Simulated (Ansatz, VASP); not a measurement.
# AlN in VASP and in Ansatz

```
Al N
1.0
     3.08862    0.00000    0.00000
    -1.54431    2.67482    0.00000
     0.00000    0.00000    4.74584
Al N
2 2
Direct
  0.33333 0.66667 0.99665
  0.66667 0.33333 0.49665
  0.33333 0.66667 0.38835
  0.66667 0.33333 0.88835
```

Change from the starting cell: engineering shear strain xz +0.0000, normal strain along z -0.0400.

Alike in both runs: functional LDA; k mesh 9 × 9 × 6; occupations gaussian, width 0.05 eV; no spin polarisation.

Ansatz relaxed the structure, and its values are those at the end. VASP's run is a single point on that final structure, the one shown.

|  | VASP | Ansatz |
| --- | --- | --- |
| version | VASP 6.6.1 | Ansatz 0.2.0 |
| potentials or method | VASP PAW LDA potentials, release 64 (Al, N) | scalar-relativistic, plane waves, PAW |
| plane-wave cutoff (eV) | 520 | 520 |
| valence electrons in the cell | 16 | 16 |

Ansatz gave:

| Item | Value |
| --- | --- |
| gap on the k mesh at the Fermi level (eV) | 4.51 |
| least direct gap on the mesh (eV) | 4.51 |
| pressure (GPa) | 8.5 |
| rms of the force components (eV/Å) | 0.000 |

Question: Which values does VASP return?

Answer: gap on the k mesh at the Fermi level (eV): 4.52; least direct gap on the mesh (eV): 4.52; pressure (GPa): 9.2; rms of the force components (eV/Å): 0.004.

Ansatz warned: «pseudo_functional_mismatch».

Caveats: an odd mesh through Γ misses points on the zone boundary, where band edges often lie.
